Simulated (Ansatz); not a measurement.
## Bi: a prediction, then the measurements

Computed with Ansatz, DFT PBEsol, scalar-relativistic, plane waves, PAW.

Plane waves to 420 eV, a k mesh through Γ of 12×12×12 on the computed 2-atom cell and Gaussian smearing (0.10 eV); no spin polarisation.

Relaxed structure, symmetry kept:

```
Bi
1.0
     2.26226    1.30612    3.88430
    -2.26226    1.30612    3.88430
     0.00000   -2.61224    3.88430
Bi
2
Direct
  0.23670 0.23670 0.23670
  0.76330 0.76330 0.76330
```

| Quantity | Value |
| --- | --- |
| Space group | R-3m (No. 166) |
| Volume per atom | 34.43 Å³ |
| Formation energy from the elements' standard states (uncorrected) | -0.002 eV/atom |
| Kohn–Sham band gap | none (metal) |
| Density of states at the Fermi level | 0.03 states/eV per cell (so small that it hangs on the mesh: a semimetal, or crossings between mesh points) |
| Löwdin character within 0.5 eV of the Fermi level | Bi 6p 88 %, Bi 6s 9 % |
| Bulk modulus | 38 GPa |
| Its pressure derivative | 7.0 |
| Bader charges (e) | Bi (2 in the cell) 0.00 |

Spin-orbit coupling is left out, which matters for the bands of heavy elements.

**The experiment to reproduce.**

From “Structural properties of Bi thin film grown on Si (111) by quasi-van der Waals epitaxy”, 2022, pmc:8854617, for a bulk crystal of Bi at 300 K: lattice constant a 4.546 ± 0.0005 Å.

“Strain and atomic stacking of bismuth thin film in its quasi-van der Waals epitaxy on (111) Si substrate”, 2023, pmc:10643447 quotes, for a bulk crystal of Bi: lattice constant c 11.862 ± 0.001 Å.

Against the measured lattice constant a of Bi, 4.546 Å (300 K; quoted in the paper above), the calculated 4.525 Å is off by -0.5 %. Against the measured lattice constant c of Bi, 11.862 Å (quoted in the paper above), the calculated 11.653 Å is off by -1.8 %. The calculation is for 0 K without zero-point motion.